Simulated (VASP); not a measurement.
A run of VASP 6.6.1 is set up as follows.

INCAR

```
SYSTEM = BaTe
PREC     = Accurate       ! precision mode
ENCUT    = 520            ! plane-wave cutoff, eV
EDIFF    = 1E-6           ! SCF threshold, eV
ISMEAR   = 0              ! smearing method
SIGMA    = 0.02           ! smearing width, eV
LREAL    = .FALSE.        ! projectors in reciprocal space
LASPH    = .TRUE.         ! aspherical terms in the spheres
NELM     = 100            ! most SCF steps
ALGO     = Normal         ! electronic algorithm
ISIF     = 2              ! what is computed and relaxed
LWAVE    = .FALSE.        ! write WAVECAR
LCHARG   = .TRUE.         ! write CHGCAR
GGA      = PE             ! functional
LELF     = .TRUE.         ! ELF
LVHAR    = .TRUE.       
NBANDS   = 15             ! bands
```

File KPOINTS:

```
Automatic mesh
0
G
  6 6 6
  0 0 0
```

Contents of POSCAR:

```
BaTe
1.0
    0.0000000000      3.5923931838      3.5923931838
    3.5923931838      0.0000000000      3.5923931838
    3.5923931838      3.5923931838      0.0000000000
Ba Te
1 1
Direct
    0.0000000000      0.0000000000      0.0000000000
    0.7500000000      0.7500000000      0.7500000000
```

Potentials or basis: VASP PAW PBE potentials, release 64 (Ba_sv, Te).

The run is started by

```bash
$ cat potpaw_PBE.64/Ba_sv/POTCAR potpaw_PBE.64/Te/POTCAR > POTCAR
$ mpirun -np 1 vasp_std > vasp.out
```

Q: Estimate the band gap on the k mesh.

A: 2.68 eV, direct.

Q: What does it give for the pressure?

A: 8.5 GPa.

Caveat: spin-orbit coupling is left out, which moves the levels of the heavy elements. A k mesh can miss the band edges.
